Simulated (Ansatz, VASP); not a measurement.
# One calculation of SiC (Moissanite), two programs

```xyz
4
Lattice="3.0554 0.0000 0.0000 -1.5277 2.6460 0.0000 0.0000 0.0000 5.0141" Properties=species:S:1:pos:R:3 pbc="T T T"
Si    1.5277    0.8820    2.5071
Si    0.0000    1.7640    0.0000
C     1.5277    0.8820    4.4375
C     0.0000    1.7640    1.9304
```

Alike in both runs: task single point; functional BLYP; dispersion D3(BJ); k mesh 10 × 10 × 5; occupations fermi-dirac, width 0.05 eV; no spin polarisation.

|  | VASP | Ansatz |
| --- | --- | --- |
| version | VASP 6.6.1 | Ansatz 0.2.0 |
| potentials or method | VASP PAW PBE potentials, release 64 (Si, C) | Ansatz PAW |
| plane-wave cutoff (eV) | 520 | 420 |
| valence electrons in the cell | 16 | 16 |

VASP gave:

| Item | Value |
| --- | --- |
| gap on the k mesh at the Fermi level (eV) | 2.80 |
| least direct gap on the mesh (eV) | 4.39 |
| pressure (GPa) | 3.3 |
| largest component of the traceless stress (GPa) | 3.00 |
| rms of the force components (eV/Å) | 0.460 |
| dispersion energy (meV/atom) | -657.1 |

Q: Which values does Ansatz return?

A: gap on the k mesh at the Fermi level (eV): 2.80; least direct gap on the mesh (eV): 4.37; pressure (GPa): 2.6; largest component of the traceless stress (GPa): 3.02; rms of the force components (eV/Å): 0.459; dispersion energy (meV/atom): -657.1.

Atom by atom the forces differ by 0.001 eV/Å (rms over components).

Caveats: the PAW data sets were made with another functional, which shifts forces and pressure a little (VASP); an odd mesh through Γ misses points on the zone boundary, where band edges often lie (VASP); odd divisions of the mesh miss points on the zone boundary, where band edges often lie, so the gap on the mesh can be too wide (Ansatz); the pressure holds a Pulay correction of +0.4 GPa for the finite cutoff (Ansatz); the PAW data sets come from PBE, with cores solved anew for the run's functional, which leaves a small shift of forces and pressure (Ansatz). BLYP gaps usually lie below the measured ones, often by a third to a half.
